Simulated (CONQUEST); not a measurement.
# Bi in CONQUEST: density of states with revPBE

Aim: the density of states of Bi with revPBE.

Program: CONQUEST 1.3. These are calculated values, not measurements. Logs are shortened: lines on timing, memory, paths and dates and some standing lists are left out, and cuts for length are marked.

### Step 1. The cell of the first run

The cell holds a slab with vacuum, 10 atoms: a = 4.539 Å, b = 7.862 Å, c = 38.658 Å, α = 90.00°, β = 90.00°, γ = 90.00°.

### Step 2. Density of states, revPBE (the (0 0 1) slab of Bi, cut from the database cell, not relaxed)

Input file Conquest_input:

```
IO.Title Bi
IO.Coordinates coords.dat
IO.FractionalAtomicCoords F
IO.Iprint 2
IO.Iprint_init 1
General.NumberOfSpecies 1
General.PseudopotentialType hamann
General.FunctionalType 102
General.DifferentFunctional T
AtomMove.TypeOfRun static
AtomMove.FullStress T
Grid.GridCutoff 100
DM.SolutionMethod diagon
Diag.MPMesh T
Diag.GammaCentred T
Diag.MPMeshX 4
Diag.MPMeshY 2
Diag.MPMeshZ 1
Diag.kT 0.00367493
minE.SCTolerance 1e-6
SC.MaxIters 100
IO.AtomChargeOutput T
SC.KerkerPreCondition T
SC.KerkerFactor 0.3
SC.LinearMixingFactor 0.3
IO.writeDOS T
IO.write_proj_DOS T
IO.DumpChargeDensity T
IO.DumpESPot T
%block ChemicalSpeciesLabel
1 208.980 Bi
%endblock
```

Input file coords.dat:

```
    8.5774674466     0.0000000000     0.0000000000
    0.0000000000    14.8566094174     0.0000000000
    0.0000000000     0.0000000000    73.0530325258
10
  0.0000000000   4.9522031342  58.8800865924 1 T T T
  4.2887337233  12.3805078429  58.8800865924 1 T T T
  0.0000000000   9.9044062833  47.7033014276 1 T T T
  4.2887337233   2.4761015745  47.7033014276 1 T T T
  0.0000000000   4.9522031342  36.5265162629 1 T T T
  4.2887337233  12.3805078429  36.5265162629 1 T T T
  0.0000000000   9.9044062833  25.3497310981 1 T T T
  4.2887337233   2.4761015745  25.3497310981 1 T T T
  0.0000000000   4.9522031342  14.1729459334 1 T T T
  4.2887337233  12.3805078429  14.1729459334 1 T T T
```

Input file Conquest_input (lines added for PostProcessCQ):

```
Process.Job pdos
Process.min_DOS_E -0.7570
Process.max_DOS_E 0.2430
Process.sigma_DOS 0.003
Process.n_DOS 501
Process.pDOS_l_resolved T
```

Potentials or basis: PseudoDojo NC PBE, DZP, grid cutoff 100 Ha.

Command:

```console
$ Conquest
$ PostProcessCQ   # after the lines are added to Conquest_input
```

The log of the run:

```text
Simulation cell dimensions:     8.5775 a0 x    14.8566 a0 x    73.0530 a0

      Atomic coordinates (a0)
         Atom         X         Y         Z  Species
            1    0.0000    4.9522   58.8801        1
            2    4.2887   12.3805   58.8801        1
            3    0.0000    9.9044   47.7033        1
            4    4.2887    2.4761   47.7033        1
            5    0.0000    4.9522   36.5265        1
            6    4.2887   12.3805   36.5265        1
            7    0.0000    9.9044   25.3497        1
            8    4.2887    2.4761   25.3497        1
            9    0.0000    4.9522   14.1729        1
           10    4.2887   12.3805   14.1729        1

         Monkhorst-Pack mesh:   4 x   2 x   1 gamma-centred
        This calculation includes non-local pseudopotentials,
         with a maximum core radius of      7.45031468

    Job title: Bi
    Job to be run: static calculation

[... 5 lines left out ...]
      Using Fermi-Dirac smearing

    Integration grid size:     40 x   72 x  360

    Integration grid spacing:  0.214 a0 x 0.206 a0 x 0.203 a0

    Number of species:  1
    --------------------------------------------------------
    |   #  mass (au)  Charge (e)  SF Rad (a0)  NSF  Label  |
    --------------------------------------------------------
    |   1    208.980      15.000        7.720   18  Bi     |
    --------------------------------------------------------
          SCF tolerance:                 0.00000100
          SCF iterations:               100

    The functional used will be GGA revPBE98

           radial cut-off to be used is taken to be max PAO cut-off radius for this species:    7.450315

           greatest ang. mom. for making density from PAOs:  2
    Minimum blocs/proc is    16200. Maximum blocs/proc is    16200
    set_atom_dens: In set_atomic_density, electrons :     150.000000000000
 matrix_size & matrix_size_padH =          180         180

    Screened ion int: energy:    -616.344692070070 Ha

    new_SC_potl: Starting.  Tolerance:  0.10000E-05

    PulayMixSC: Starting Pulay mixing, A_up =  0.300 A_dn =  0.300
    PulayMixSC: Spin non-polarised calculation.
    PulayMixSC: with Kerker preconditioning, q0 =  0.300
          Harris-Foulkes Energy            :      -819.867944817373882 Ha
          GroundState Energy (E-(1/2)TS)   :      -819.890867833286961 Ha
          Free Energy (E-TS)               :      -819.913790849199927 Ha
          DFT Total Energy                 :      -819.842162064725244 Ha
          Total number of electrons        :       150.000000000003979
    PulayMixSC: Pulay iteration     1 residual:              0.43760E-03
          Harris-Foulkes Energy            :      -819.864291486177763 Ha
          GroundState Energy (E-(1/2)TS)   :      -819.887293843211978 Ha
          Free Energy (E-TS)               :      -819.910296200246080 Ha
          DFT Total Energy                 :      -819.844119972376006 Ha
          Total number of electrons        :       150.000089386254189
    PulayMixSC: Pulay iteration     2 residual:              0.38738E-03
          Harris-Foulkes Energy            :      -819.851373021472909 Ha
          GroundState Energy (E-(1/2)TS)   :      -819.874830046605894 Ha
          Free Energy (E-TS)               :      -819.898287071738878 Ha
          DFT Total Energy                 :      -819.850331424050978 Ha
          Total number of electrons        :       150.000482964243531
    PulayMixSC: Pulay iteration     3 residual:              0.19468E-03
          Harris-Foulkes Energy            :      -819.850377047037455 Ha
          GroundState Energy (E-(1/2)TS)   :      -819.874094808695531 Ha
          Free Energy (E-TS)               :      -819.897812570353722 Ha
          DFT Total Energy                 :      -819.851001815464315 Ha
          Total number of electrons        :       150.000212581569514
    PulayMixSC: Pulay iteration     4 residual:              0.73027E-04
          Harris-Foulkes Energy            :      -819.850832078240273 Ha
          GroundState Energy (E-(1/2)TS)   :      -819.874530450630573 Ha
          Free Energy (E-TS)               :      -819.898228823020872 Ha
          DFT Total Energy                 :      -819.851477001236162 Ha
          Total number of electrons        :       150.000231178892079
    PulayMixSC: Pulay iteration     5 residual:              0.53201E-04
          Harris-Foulkes Energy            :      -819.851295696177431 Ha
          GroundState Energy (E-(1/2)TS)   :      -819.874966128989854 Ha
          Free Energy (E-TS)               :      -819.898636561802164 Ha
          DFT Total Energy                 :      -819.851152975138348 Ha
          Total number of electrons        :       150.000327290797543
    PulayMixSC: Pulay iteration     6 residual:              0.27200E-04
          Harris-Foulkes Energy            :      -819.851472243821945 Ha
          GroundState Energy (E-(1/2)TS)   :      -819.875115186517633 Ha
          Free Energy (E-TS)               :      -819.898758129213320 Ha
          DFT Total Energy                 :      -819.851613386499366 Ha
          Total number of electrons        :       150.000316146909284
    PulayMixSC: Pulay iteration     7 residual:              0.16733E-04
          Harris-Foulkes Energy            :      -819.851515160345343 Ha
          GroundState Energy (E-(1/2)TS)   :      -819.875151981580984 Ha
          Free Energy (E-TS)               :      -819.898788802816625 Ha
          DFT Total Energy                 :      -819.851617976652733 Ha
          Total number of electrons        :       150.000305699804215
    PulayMixSC: Pulay iteration     8 residual:              0.14523E-04
          Harris-Foulkes Energy            :      -819.851627225399739 Ha
          GroundState Energy (E-(1/2)TS)   :      -819.875247095442774 Ha
          Free Energy (E-TS)               :      -819.898866965485809 Ha
          DFT Total Energy                 :      -819.851684696157690 Ha
          Total number of electrons        :       150.000270112887478
    PulayMixSC: Pulay iteration     9 residual:              0.72870E-05
          Harris-Foulkes Energy            :      -819.851642074710071 Ha
          GroundState Energy (E-(1/2)TS)   :      -819.875261910125232 Ha
          Free Energy (E-TS)               :      -819.898881745540507 Ha
          DFT Total Energy                 :      -819.851685556713164 Ha
          Total number of electrons        :       150.000278488316781
    PulayMixSC: Pulay iteration    10 residual:              0.64527E-05
          Harris-Foulkes Energy            :      -819.851676408824687 Ha
          GroundState Energy (E-(1/2)TS)   :      -819.875297466333450 Ha
          Free Energy (E-TS)               :      -819.898918523842212 Ha
          DFT Total Energy                 :      -819.851684214789657 Ha
          Total number of electrons        :       150.000309670369433
    PulayMixSC: Pulay iteration    11 residual:              0.34284E-05
          Harris-Foulkes Energy            :      -819.851678886928426 Ha
          GroundState Energy (E-(1/2)TS)   :      -819.875300443418269 Ha
          Free Energy (E-TS)               :      -819.898921999908112 Ha
          DFT Total Energy                 :      -819.851683917803712 Ha
          Total number of electrons        :       150.000305232890952
    PulayMixSC: Pulay iteration    12 residual:              0.31445E-05
          Harris-Foulkes Energy            :      -819.851679833263915 Ha
          GroundState Energy (E-(1/2)TS)   :      -819.875304495694422 Ha
          Free Energy (E-TS)               :      -819.898929158124815 Ha
          DFT Total Energy                 :      -819.851678664488077 Ha
          Total number of electrons        :       150.000284757930899
    PulayMixSC: Pulay iteration    13 residual:              0.21472E-05
          Harris-Foulkes Energy            :      -819.851678040568913 Ha
          GroundState Energy (E-(1/2)TS)   :      -819.875303987270399 Ha
          Free Energy (E-TS)               :      -819.898929933971772 Ha
          DFT Total Energy                 :      -819.851675943000146 Ha
          Total number of electrons        :       150.000286928067425
    PulayMixSC: Pulay iteration    14 residual:              0.18764E-05
          Harris-Foulkes Energy            :      -819.851677158528446 Ha
          GroundState Energy (E-(1/2)TS)   :      -819.875303460265172 Ha
          Free Energy (E-TS)               :      -819.898929762001899 Ha
          DFT Total Energy                 :      -819.851674483241823 Ha
          Total number of electrons        :       150.000290476998288
    PulayMixSC: Pulay iteration    15 residual:              0.16694E-05
          Harris-Foulkes Energy            :      -819.851677233310625 Ha
          GroundState Energy (E-(1/2)TS)   :      -819.875303446282487 Ha
          Free Energy (E-TS)               :      -819.898929659254350 Ha
          DFT Total Energy                 :      -819.851674753682801 Ha
          Total number of electrons        :       150.000291512578656
    PulayMixSC: Pulay iteration    16 residual:              0.14560E-05
          Harris-Foulkes Energy            :      -819.851677921533337 Ha
          GroundState Energy (E-(1/2)TS)   :      -819.875303878173895 Ha
          Free Energy (E-TS)               :      -819.898929834814339 Ha
          DFT Total Energy                 :      -819.851676050094056 Ha
          Total number of electrons        :       150.000289658855479
    PulayMixSC: Pulay iteration    17 residual:              0.12355E-05
          Harris-Foulkes Energy            :      -819.851678810110116 Ha
          GroundState Energy (E-(1/2)TS)   :      -819.875304236368493 Ha
          Free Energy (E-TS)               :      -819.898929662626756 Ha
          DFT Total Energy                 :      -819.851676579606874 Ha
          Total number of electrons        :       150.000295198245908
    PulayMixSC: Pulay iteration    18 residual:              0.10804E-05
          Harris-Foulkes Energy            :      -819.851679015113064 Ha
          GroundState Energy (E-(1/2)TS)   :      -819.875304338414935 Ha
          Free Energy (E-TS)               :      -819.898929661716693 Ha
          DFT Total Energy                 :      -819.851676849102887 Ha
          Total number of electrons        :       150.000296531302553
    PulayMixSC: Pulay iteration    19 residual:              0.10121E-05
          Harris-Foulkes Energy            :      -819.851678268035812 Ha
          GroundState Energy (E-(1/2)TS)   :      -819.875303803981978 Ha
          Free Energy (E-TS)               :      -819.898929339928145 Ha
          DFT Total Energy                 :      -819.851677065843660 Ha
          Total number of electrons        :       150.000296965602701
    PulayMixSC: Pulay iteration    20 residual:              0.58945E-06
    PulayMixSC: Reached SCF tolerance of  0.58945E-06 after     20 iterations
      | Number of electrons      =       150.000297
      |* band energy as 2Tr[K.H] =      -115.850572066104291 Ha
      |  screened ion-ion energy =      -616.344692070069868 Ha
      |  Ha correction           =         4.680125844731667 Ha
      |  XC correction           =       -92.336537207807538 Ha
      | GS Energy as E-(1/2)TS   =      -819.875303803981978 Ha
      | Free Energy as E-TS      =      -819.898929339928145 Ha
      |* Harris-Foulkes energy   =      -819.851678268035812 Ha
      |* DFT total energy        =      -819.851677065843660 Ha
      |  estimated accuracy      =        -0.000001202192152 Ha
    get_E_and_F: Change in energy during last step of electronic optimisation:  0.74708E-06

    BIBLIOGRAPHY: Please consider citing the following references in the conquest.bib file

    CONQUEST:         Bowler2002pt, Miyazaki2004, Nakata2020
    Basis:            Bowler2019
    DM:               Bowler:2006xr
    Pseudopotentials: Hamann2013, Bowler2019
    XC functional:    Zhang1998

    Warnings written to file Conquest_warnings; please check
```

Wall time 5 min (1 thread of AMD EPYC (Zen 3), shared host); peak memory 1.4 GiB.

Results:

```
Free energy            : -22310.5864 eV
Band gap on the k mesh : none (metal or under the smearing width)
```

States per cell in windows of 1 eV (zero at the Fermi level; states under -8 eV left out):
```csv
from (eV),total,Bi_p,Bi_d,Bi_s
-8.0,0.00,0.00,0.00,0.00
-7.0,0.00,0.00,0.00,0.00
-6.0,0.00,0.00,0.00,0.00
-5.0,0.00,0.00,0.00,0.00
-4.0,0.00,0.00,0.00,0.00
-3.0,0.00,0.00,0.00,0.00
-2.0,4.45,4.44,0.01,0.00
-1.0,24.15,23.78,0.29,0.08
0.0,24.53,24.25,0.24,0.03
1.0,6.87,6.83,0.04,0.00
2.0,0.00,0.00,0.00,0.00
3.0,0.00,0.00,0.00,0.00
4.0,0.00,0.00,0.00,0.00
5.0,0.00,0.00,0.00,0.00
6.0,3.76,0.00,3.63,0.13
7.0,16.39,0.30,15.81,0.28
```

Caveat: the k mesh is coarse (spacing up to 0.40 Å⁻¹), so the values aren't converged; spin-orbit coupling is left out, which moves the levels of the heavy elements; the basis of atomic orbitals isn't converged, which shifts pressures, moduli and gaps.
